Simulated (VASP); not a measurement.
Os, 5 atoms in the cell. The cell holds a slab with vacuum, 5 atoms: a = 2.734 Å, b = 2.734 Å, c = 23.639 Å, α = 90.00°, β = 90.00°, γ = 120.00°. The slab is cut from a database's or a generator's crystal, which needn't be the stable form of the element. The cell isn't the ideal one: the (0 0 1) slab of Os, cut from the database cell, not relaxed.

```yaml
Program: VASP 6.6.1
Task: relaxation of the atoms
Functional: PBE
Dispersion: D3(BJ)
Potentials_or_basis: VASP PAW PBE potentials, release 64 (Os)
Cutoff: 520 eV
k_mesh: 11 × 11 × 1
Occupations: gaussian, width 0.05 eV
Spin: no spin polarisation
Dipole_correction: yes
Atoms_held_fixed_from_0: "[0, 1]"
Further_INCAR_settings: ALGO = Normal; EDIFF = 1e-06; IBRION = 2; EDIFFG = -0.01; NSW = 60
```

Potentials or basis: VASP PAW PBE potentials, release 64 (Os).

Command:

```sh
$ cat potpaw_PBE.64/Os/POTCAR > POTCAR
$ mpirun -np 1 vasp_std > vasp.out
```

Hardware: 1 thread of Intel(R) Xeon(R) Platinum 8559C (Emerald Rapids) (shared host).

Question: Estimate the wall time of this run.

Answer: Wall time 4.8 min on 1 thread of Intel(R) Xeon(R) Platinum 8559C (Emerald Rapids), on a shared host, peak memory 0.28 GiB. Counts: scf iterations 79, k points 16, ion steps 5.
